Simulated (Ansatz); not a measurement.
`N#[C][GeH3]` + `F[C](F)F`• → `N#[C][GeH2]`• + trifluoromethane  (hydrogen abstraction from a Ge–H bond)

Computed with Ansatz on PBE0-D4/def2-TZVP structures; ΔE is electronic, products minus reactants. CCSD(T)/CBS is the MP2 limit (def2-TZVPP, def2-QZVPP) plus CCSD(T) − MP2 in def2-TZVPP, frozen cores. This one scheme is used for every species. No spin–orbit coupling; open shells (•) take unrestricted orbitals. For Ge outer-core shells are correlated without core-valence functions, which leaves a few kJ/mol of doubt a bond. Scalar relativity is left out up to krypton.

```json
{"species": "`N#[C][GeH3]`", "CCSD(T)/CBS(def2) energy (Eh)": "-2170.64236"}
{"species": "`F[C](F)F`•", "CCSD(T)/CBS(def2) energy (Eh)": "-337.34656"}
{"species": "`N#[C][GeH2]`•", "CCSD(T)/CBS(def2) energy (Eh)": "-2169.99646"}
{"species": "`FC(F)F`", "CCSD(T)/CBS(def2) energy (Eh)": "-338.02896"}
```

Q: Work out ΔE.

A: ΔE = (-2169.99646) + (-338.02896) − (-2170.64236) − (-337.34656) = -0.03650 Eh = -95.8 kJ/mol.

Q: What do rigid-rotor, harmonic-oscillator terms from PBE0-D4/def2-TZVP frequencies (298.15 K, 1 bar) make of the CCSD(T)/CBS value? (Estimate.)

A: The calculation gave: ΔZPE = +10.0 kJ/mol, ΔH = -86.1 kJ/mol, ΔS = 6 J/(mol·K), ΔG = -88.0 kJ/mol. Open shells count their whole term as degenerate.

Largest T1 diagnostic among the species: 0.020.

In def2-TZVPP, CCSD(T) changes the Hartree–Fock value by −14.5 kJ/mol (the triples alone add −0.4 kJ/mol) and MP2 by −8.7 kJ/mol. Leaving LDA and LC-ωPBE aside and taking each functional with its dispersion term where it has one, the values, not all of them listed here, spread over 14.4 kJ/mol, from ωB97M-V to r2SCAN-D4. LDA lies −5.5 kJ/mol from PBE without D4.
